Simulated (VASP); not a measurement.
# Re (P6/mmm) in VASP: notebook, part 2 of 3

VASP 6.6.1. Earlier steps stand in the parts before.

## Step 3: Relaxation of cell and atoms, PBE

This run uses another cell than the first one, of 16.39 Å³/atom, 1.005 times its volume.

The input, INCAR:

```
SYSTEM = Re
PREC = Accurate
ENCUT = 600
EDIFF = 1E-6
ISMEAR = 0
SIGMA = 0.1
LREAL = .False.
LASPH = .True.
NELM = 100
ALGO = Fast
ISIF = 3
LWAVE = .False.
LCHARG = .False.
GGA = PE
IBRION = 2
NSW = 100
EDIFFG = -0.01
```

The input, KPOINTS:

```
regular mesh
0
Gamma
  24 24 22
  0 0 0
```

The input, POSCAR:

```
Re
1.0
    2.7731518842      0.0000000000      0.0000000000
   -1.3865759421      2.4016199803      0.0000000000
    0.0000000000      0.0000000000      2.4611359456
Re
1
Direct
    0.0000000000      0.0000000000      0.0000000000
```

Potentials or basis: VASP PAW PBE potentials, release 64 (Re).

On the command line:

```sh
$ cat potpaw_PBE.64/Re/POTCAR > POTCAR
$ mpirun -np 1 vasp_std > vasp.out
```

OUTCAR:

```text
SYSTEM = Re
   PREC = Accurate
   ENCUT = 600
   EDIFF = 1E-6
   ISMEAR = 0
   LREAL = .False.
   LASPH = .True.
   NELM = 100
   ISIF = 3
   GGA = PE
   IBRION = 2
   NSW = 100
   EDIFFG = -0.01

 ion  position               nearest neighbor table
   1  0.000  0.000  0.000-

  LATTYP: Found a hexagonal cell.
 ALAT       =     2.7731518842
 C/A-ratio  =     0.8874868916

  Lattice vectors:

 A1 = (   2.7731518842,   0.0000000000,   0.0000000000)
 A2 = (  -1.3865759421,   2.4016199803,   0.0000000000)
 A3 = (   0.0000000000,   0.0000000000,   2.4611359456)

Analysis of symmetry for initial positions (statically):
=====================================================================
 Subroutine PRICEL returns:
 Original cell was already a primitive cell.

 Routine SETGRP: Setting up the symmetry group for a
 hexagonal supercell.

 Subroutine GETGRP returns: Found 24 space group operations
 (whereof 24 operations were pure point group operations)
 out of a pool of 24 trial point group operations.

The static configuration has the point symmetry D_6h.

Analysis of symmetry for dynamics (positions and initial velocities):
=====================================================================
 Subroutine PRICEL returns:
 Original cell was already a primitive cell.

 Routine SETGRP: Setting up the symmetry group for a
 hexagonal supercell.

 Subroutine GETGRP returns: Found 24 space group operations
 (whereof 24 operations were pure point group operations)
 out of a pool of 24 trial point group operations.

The dynamic configuration has the point symmetry D_6h.

 Subroutine INISYM returns: Found 24 space group operations
 (whereof 24 operations are pure point group operations),
 and found     1 'primitive' translations

----------------------------------------------------------------------------------------

[... 127 lines left out ...]
 maximum number of plane-waves:       573
 NGX is ok and might be reduce to    24

--------------------------------------- Ionic step        1  -------------------------------------------

 number of electron       7.0000000 magnetization

 Free energy of the ion-electron system (eV)
  ---------------------------------------------------
  ext. energy  EPLUGINS =         0.00000000
  ---------------------------------------------------
  free energy    TOTEN  =       -11.39425292 eV

  energy without entropy =      -11.38684753  energy(sigma->0) =      -11.39055022

------------------------ aborting loop because EDIFF is reached ----------------------------------------

  FORCE on cell =-STRESS in cart. coord.  units (eV):
  Direction    XX          YY          ZZ          XY          YZ          ZX
  --------------------------------------------------------------------------------------
  -------------------------------------------------------------------------------------
  Total       -0.2247080     -0.2247080     -0.1917979     -0.0000000     -0.0000000      0.0000000
  in kB      -21.9642105    -21.9642105    -18.7473932     -0.0000000     -0.0000000      0.0000000
  external PRESSURE =     -20.8919380 kB  Pullay stress =       0.0000000 kB
[... 162 lines left out ...]
--------------------------------------- Ionic step        6  -------------------------------------------

 number of electron       7.0000000 magnetization

 Free energy of the ion-electron system (eV)
  ---------------------------------------------------
  ext. energy  EPLUGINS =         0.00000000
  ---------------------------------------------------
  free energy    TOTEN  =       -11.39513966 eV

  energy without entropy =      -11.38779074  energy(sigma->0) =      -11.39146520

 E-fermi :   7.1959     XC(G=0): -13.0766

 val. band max:        7.1954791784   @ k =   0.3333   0.3333   0.1818
 cond. band min:       7.2013440730   @ k =   0.2917   0.1250   0.4545
 fundamental gap:      0.0058648946
 Fermi energy:         7.1958635293

 k-point     1 :       0.0000    0.0000    0.0000
  band No.  band energies     occupation
      1      -2.3648      2.00000
      2       1.5258      2.00000
      3       5.3513      2.00000
      4       5.3513      2.00000
      5      11.1520      0.00000
      6      11.1520      0.00000
      7      20.5113      0.00000
[... 221 lines left out ...]
 k-point    24 :       0.4583    0.0417    0.0000
  band No.  band energies     occupation
      1       0.8459      2.00000
      2       2.1848      2.00000
      3       6.5732      2.00000
      4       8.2223      0.00000
      5      10.4678      0.00000
      6      10.9503      0.00000
      7      15.0905      0.00000

 [... further k-points ...]

------------------------ aborting loop because EDIFF is reached ----------------------------------------

  FORCE on cell =-STRESS in cart. coord.  units (eV):
  Direction    XX          YY          ZZ          XY          YZ          ZX
  --------------------------------------------------------------------------------------
  -------------------------------------------------------------------------------------
  Total       -0.0083257     -0.0083257     -0.0017467      0.0000000      0.0000000      0.0000000
  in kB       -0.8199875     -0.8199875     -0.1720303      0.0000000      0.0000000      0.0000000
  external PRESSURE =      -0.6040017 kB  Pullay stress =       0.0000000 kB
[... 16 lines left out ...]
  FREE ENERGIE OF THE ION-ELECTRON SYSTEM (eV)
  ---------------------------------------------------
  free  energy   TOTEN  =       -11.3951396572 eV

  energy  without entropy=      -11.3877907443  energy(sigma->0) =      -11.39146520

 reached required accuracy - stopping structural energy minimisation
```

Run time: 2.2 min. Hardware: 1 thread of Intel Xeon Platinum 8488C (Sapphire Rapids), shared host; peak memory 0.27 GiB.

Results:

```
Free energy                            : -11.3951 eV
Relaxed volume                         : 16.27 Å³/atom
Relaxed cell                           : a = 2.766 Å, b = 2.766 Å, c = 2.456 Å, α = 90.00°, β = 90.00°, γ = 120.00°
Space group after relaxing (to 0.05 Å) : P6/mmm (No. 191)
Energy gained by relaxing              : 0.9 meV/atom
Ionic steps                            : 6
Pressure after relaxing                : -0.1 GPa
Band gap on the k mesh                 : none (metal or under the smearing width)
```

Step by step:
| step | energy change (eV) | largest force (eV/Å) | pressure (GPa) | volume (Å³) |
| --- | --- | --- | --- | --- |
| 1 | 0.0000 | 0.0000 | -2.09 | 16.39 |
| 2 | 0.0072 | 0.0000 | 7.04 | 15.89 |
| 3 | -0.0009 | 0.0000 | -0.03 | 16.27 |
| 4 | -0.0009 | 0.0000 | 0.08 | 16.26 |
| 5 | -0.0009 | 0.0000 | -0.28 | 16.28 |
| 6 | -0.0009 | 0.0000 | -0.06 | 16.27 |

Final structure:
```
Re
1.0
     2.76550    0.00000    0.00000
    -1.38275    2.39500    0.00000
     0.00000    0.00000    2.45610
Re
1
Direct
  0.00000 0.00000 0.00000
```

Levels at points of the mesh, in eV from the Fermi level:
| k point | band 1 | band 2 | band 3 | band 4 | band 5 | band 6 | band 7 |
| --- | --- | --- | --- | --- | --- | --- | --- |
| (0.00, 0.00, 0.00) | -9.56 | -5.67 | -1.84 | -1.84 | 3.96 | 3.96 | 13.32 |
| (0.50, 0.00, 0.00) | -6.41 | -5.02 | -0.47 | 1.00 | 3.31 | 3.68 | 7.91 |
| (0.00, 0.00, 0.50) | -5.61 | -0.76 | -0.74 | -0.74 | -0.59 | -0.59 | 10.44 |
| (0.50, 0.00, 0.50) | -6.43 | -4.21 | -1.83 | 4.22 | 5.79 | 5.99 | 6.12 |

The run has no spin-orbit coupling, so splittings on Re are missing.

## Step 4: Single point, PBE

This run uses another cell than the first one: it holds 2 atoms, not 1.

The input, INCAR:

```
ALGO = Normal
EDIFF = 1E-7
ENCUT = 520
GGA = PE
ISIF = 2
ISMEAR = 0
LASPH = True
LCHARG = False
LREAL = False
LWAVE = False
NBANDS = 14
NELM = 100
PREC = Accurate
SIGMA = 0.1
```

The input, KPOINTS:

```
k-points
0
Gamma
  6 6 6
```

The input, POSCAR:

```
Re
1.0
    2.3535608542     -1.3818980280     -0.4340770975
    2.3535608542      1.3818980280     -0.4340770975
   -2.3141366513      0.0000000000      5.0421025784
Re
2
Direct
    0.0000156438      0.0000156438      0.2500003405
    0.9999843562      0.9999843562      0.7499996595
```

Potentials or basis: VASP PAW PBE potentials, release 64 (Re).

On the command line:

```sh
$ cat potpaw_PBE.64/Re/POTCAR > POTCAR
$ mpirun -np 1 vasp_std > vasp.out
```

OUTCAR:

```text
EDIFF = 1E-7
   ENCUT = 520
   GGA = PE
   ISIF = 2
   ISMEAR = 0
   LASPH = True
   LREAL = False
   NELM = 100
   PREC = Accurate

 ion  position               nearest neighbor table
   1  0.000  0.000  0.250-   2 2.77   2 2.77   2 2.77   2 2.77   2 2.77   2 2.77
   2  1.000  1.000  0.750-   1 2.77   1 2.77   1 2.77   1 2.77   1 2.77   1 2.77

  Warning from LATTYP: Got some problem with cell dimensions!
  Tried to take original basis but could not verify dimensions!
  LATTYP: Found a base centered monoclinic cell.
 ALAT       =     4.7865108883
 B/A-ratio  =     0.5774135107
 C/A-ratio  =     1.0051705912
 COS(beta)  =    -0.3317726309

  Lattice vectors:

 A1 = (  -2.3535608542,   1.3818980280,   0.4340770975)
 A2 = (  -2.3535608542,  -1.3818980280,   0.4340770975)
 A3 = (   2.3929850571,   0.0000000000,   4.1739483834)

Analysis of symmetry for initial positions (statically):
=====================================================================
 Subroutine PRICEL returns:
 Original cell was already a primitive cell.

 Routine SETGRP: Setting up the symmetry group for a
 base centered monoclinic supercell.

 Subroutine GETGRP returns: Found  4 space group operations
 (whereof  4 operations were pure point group operations)
 out of a pool of  4 trial point group operations.

The static configuration has the point symmetry C_2h.

Analysis of symmetry for dynamics (positions and initial velocities):
=====================================================================
 Subroutine PRICEL returns:
 Original cell was already a primitive cell.

 Routine SETGRP: Setting up the symmetry group for a
 base centered monoclinic supercell.

 Subroutine GETGRP returns: Found  4 space group operations
 (whereof  4 operations were pure point group operations)
 out of a pool of  4 trial point group operations.

The dynamic configuration has the point symmetry C_2h.

 Subroutine INISYM returns: Found  4 space group operations
 (whereof  4 operations are pure point group operations),
 and found     1 'primitive' translations

----------------------------------------------------------------------------------------

[... 128 lines left out ...]
 NGX is ok and might be reduce to    24

 number of electron      14.0000001 magnetization

 Free energy of the ion-electron system (eV)
  ---------------------------------------------------
  ext. energy  EPLUGINS =         0.00000000
  ---------------------------------------------------
  free energy    TOTEN  =       -24.77216117 eV

  energy without entropy =      -24.76387412  energy(sigma->0) =      -24.76801765

 E-fermi :   7.6849     XC(G=0): -13.6214

 val. band max:        7.6798170301   @ k =  -0.1667   0.1667   0.0000
 cond. band min:       7.7311031900   @ k =   0.1667   0.1667   0.3333
 fundamental gap:      0.0512861600
 Fermi energy:         7.6848765506

 k-point     1 :       0.0000    0.0000    0.0000
  band No.  band energies     occupation
      1      -2.0835      2.00000
      2       1.1724      2.00000
      3       5.8707      2.00000
      4       5.8730      2.00000
      5       5.9727      2.00000
      6       6.0843      2.00000
      7       6.0866      2.00000
      8       8.0218      0.00000
      9       9.1324      0.00000
     10       9.1336      0.00000
     11      11.5823      0.00000
     12      11.5852      0.00000
     13      17.5005      0.00000
     14      21.3548      0.00000
[... 377 lines left out ...]
      1       0.9260      2.00000
      2       3.3423      2.00000
      3       3.9833      2.00000
      4       4.5466      2.00000
      5       4.8850      2.00000
      6       6.1780      2.00000
      7       7.2238      2.00000
      8       8.4103      0.00000
      9       8.4653      0.00000
     10      10.6575      0.00000
     11      10.8421      0.00000
     12      14.6819      0.00000
     13      18.6839      0.00000
     14      22.4704      0.00000

 [... further k-points ...]

------------------------ aborting loop because EDIFF is reached ----------------------------------------

  FORCE on cell =-STRESS in cart. coord.  units (eV):
  Direction    XX          YY          ZZ          XY          YZ          ZX
  --------------------------------------------------------------------------------------
  -------------------------------------------------------------------------------------
  Total       -0.1176660     -0.1247673     -0.1118176      0.0000000      0.0000000     -0.0038537
  in kB       -6.2795793     -6.6585611     -5.9674632      0.0000000      0.0000000     -0.2056626
  external PRESSURE =      -6.3018679 kB  Pullay stress =       0.0000000 kB

 VOLUME and BASIS-vectors are now :
 -----------------------------------------------------------------------------
  energy-cutoff  :      520.00
  volume of cell :       30.02
      direct lattice vectors                 reciprocal lattice vectors
     2.353560854 -1.381898028 -0.434077098     0.232090107 -0.361821198  0.106520685
     2.353560854  1.381898028 -0.434077098     0.232090107  0.361821198  0.106520685
    -2.314136651  0.000000000  5.042102578     0.039961503  0.000000000  0.216670796

 POSITION                                       TOTAL-FORCE (eV/Angst)
 -----------------------------------------------------------------------------------
     -0.57846      0.00000      1.26051        -0.000511      0.000000      0.000056
      2.97145      0.00000      2.91343         0.000511      0.000000     -0.000056
 -----------------------------------------------------------------------------------
    total drift:                                0.000000     -0.000000     -0.000000

  FREE ENERGIE OF THE ION-ELECTRON SYSTEM (eV)
  ---------------------------------------------------
  free  energy   TOTEN  =       -24.7721611718 eV

  energy  without entropy=      -24.7638741197  energy(sigma->0) =      -24.76801765
```

stdout:

```text
POSCAR found type information on POSCAR Re
 POSCAR found :  1 types and       2 ions
 scaLAPACK will be used
 LDA part: xc-table for (Slater+PW92), standard interpolation
 POSCAR, INCAR and KPOINTS ok, starting setup
 FFT: planning ... GRIDC
 FFT: planning ... GRID_SOFT
 FFT: planning ... GRID
 WAVECAR not read
 entering main loop
```

Run time: 14 s. Hardware: 1 thread of Intel Xeon 6975P-C (Granite Rapids), shared host; peak memory 0.17 GiB.

What came out:

| Quantity | Value |
| --- | --- |
| Free energy | -24.7722 eV |
| Pressure | -0.6 GPa |
| Band gap on the k mesh | none (metal or under the smearing width) |

Levels at points of the mesh, in eV from the Fermi level:
| k point | band 5 | band 6 | band 7 | band 8 | band 9 | band 10 |
| --- | --- | --- | --- | --- | --- | --- |
| (0.00, 0.00, 0.00) | -1.71 | -1.60 | -1.60 | 0.34 | 1.45 | 1.45 |
| (0.50, 0.00, 0.00) | -1.80 | 0.43 | 2.95 | 3.87 | 3.88 | 3.98 |
| (0.50, 0.50, 0.00) | -1.80 | 0.43 | 2.95 | 3.87 | 3.89 | 3.98 |
| (0.00, 0.00, 0.50) | -1.17 | -1.17 | -1.17 | -1.17 | 1.62 | 1.62 |
| (0.50, 0.00, 0.50) | -1.74 | -1.74 | 0.44 | 0.44 | 4.18 | 4.18 |
| (0.50, 0.50, 0.50) | -1.74 | -1.74 | 0.44 | 0.44 | 4.19 | 4.19 |

Caveat: the k mesh is coarse (spacing up to 0.46 Å⁻¹), so the values aren't converged. The run has no spin-orbit coupling, so splittings on Re are missing.

[end of part 2 of 3]
